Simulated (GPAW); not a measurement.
Set up this calculation in GPAW 26.7.0, as an ASE script.

| Item | Value |
| --- | --- |
| Task | equation of state |
| Functional | PBE |
| Potentials or basis | GPAW PAW data sets (gpaw-data 1.2.1) |
| Cutoff | 600 eV |
| Basis | pw |
| k mesh | 10 × 10 × 10 |
| Occupations | fermi-dirac, width 0.05 eV |
| Spin | no spin polarisation |
| Maxiter | 150 |
| Eos scales | [0.94, 0.96, 0.98, 1.0, 1.02, 1.04, 1.06] |

The structure of Hf lies in POSCAR:

```
Hf
1.0
    0.0000000000      2.2200000000      2.2200000000
    2.2200000000      0.0000000000      2.2200000000
    2.2200000000      2.2200000000      0.0000000000
Hf
1
Direct
    0.0000000000      0.0000000000      0.0000000000
```

This isn't the form of Hf at room conditions, which is hcp.

These files were run (other wordings do the same):

run.py

```python
from ase.eos import EquationOfState
from ase.io import Trajectory, read
from ase.units import GPa
from gpaw import GPAW, PW

atoms = read('POSCAR')

traj = Trajectory('eos.traj', 'w')
volumes, energies = [], []
for x in [0.94, 0.96, 0.98, 1.0, 1.02, 1.04, 1.06]:
    a = atoms.copy()
    a.set_cell(atoms.cell * x**(1 / 3), scale_atoms=True)
    calc = GPAW(mode=PW(600),
                xc='PBE',
                kpts={'size': (10, 10, 10), 'gamma': True},
                occupations={'name': 'fermi-dirac', 'width': 0.05},
                nbands=14,
                convergence={'density': 1e-05, 'energy': 1e-05},
                maxiter=150,
                txt=f'eos-{x:.2f}.txt')
    a.calc = calc
    energies.append(a.get_potential_energy(force_consistent=True))
    volumes.append(a.get_volume())
    p = -a.get_stress()[:3].mean() / GPa
    calc.write(f'eos-{x:.2f}.gpw')
    traj.write(a)
    print(f'{x:.2f} {volumes[-1]:10.4f} A^3 {energies[-1]:14.6f} eV {p:9.3f} GPa', flush=True)

v0, e0, B = EquationOfState(volumes, energies, eos='birchmurnaghan').fit()
print(f'V0 = {v0:.4f} A^3, E0 = {e0:.6f} eV, B0 = {B / GPa:.2f} GPa')
```

Potentials or basis: GPAW PAW data sets (gpaw-data 1.2.1), pw.

The run is started by

```console
$ OMP_NUM_THREADS=1 python run.py
```

Results of the run:

```
Equilibrium volume                      : 22.59 Å³/atom
Bulk modulus                            : 102 GPa
Pressure derivative of the bulk modulus : 4.0
```

Run time: 66 s on 1 thread of Arm Neoverse V1, on a shared host, peak memory 0.2 GiB.
